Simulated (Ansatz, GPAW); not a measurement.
**One calculation of CdS, 3 ways**

```
Cd S
1.0
     4.12455    0.00000    0.00000
     2.06228    3.57197    0.00000
     2.06228    1.19066    3.36768
Cd S
1 1
Cartesian
  0.0000 0.0000 0.0000
  6.1868 3.5720 2.5258
```

Alike in all runs: task single point; functional PBE; k mesh 8 × 8 × 8; occupations gaussian, width 0.1 eV; no spin polarisation; no spin-orbit coupling. Pressure is positive in compression and, in plane waves, holds the error of the finite cutoff, which Ansatz's Pulay term estimates and takes out.

```tsv
program and potentials	plane-wave cutoff (eV)	notes	band gap (eV)	pressure (GPa)
Ansatz, Ansatz PAW	420	13 valence electrons an atom on average; Pulay term of +0.04 GPa included	1.15	2.85
GPAW, GPAW PAW data sets (gpaw-data 1.2.1)	600	9 valence electrons an atom on average	1.13	2.60
Ansatz, all-electron LAPW, scalar-relativistic	-	-	1.15	2.88
```

The band gap spans 1.13 (GPAW, GPAW PAW data sets (gpaw-data 1.2.1)) to 1.15 eV (Ansatz, all-electron LAPW, scalar-relativistic), with all-electron results at 1.15. The pressure spans 2.60 (GPAW, GPAW PAW data sets (gpaw-data 1.2.1)) to 2.88 GPa (Ansatz, all-electron LAPW, scalar-relativistic), with all-electron results at 2.88.

The functional is the same throughout but for its coding, so the spread measures potentials, basis and numerics; runs on potential files found faulty are left out.

The three runs agree closely on the gap of zinc-blende CdS, so its large shortfall from experiment belongs to the functional, not to the potentials or basis. PBE lacks the derivative discontinuity and also places the Cd 4d shell too high. The 4d states then mix too strongly with the S 3p states and push up the valence-band top, while the conduction-band minimum is mainly Cd 5s.

The positive pressure in every run means that PBE would expand this cell, in line with its usual underbinding. Such an expansion would probably narrow the gap further, since the direct gap of CdS closes as the bonds lengthen.

Pressure separates the methods more clearly than the gap does: the Ansatz PAW value of 2.85 GPa lies close to the all-electron 2.88 GPa, while GPAW gives 2.60 GPa. The electron counts suggest that GPAW keeps Cd 4s and 4p in the frozen core, which may account for the difference, though residual basis-set error could also contribute.
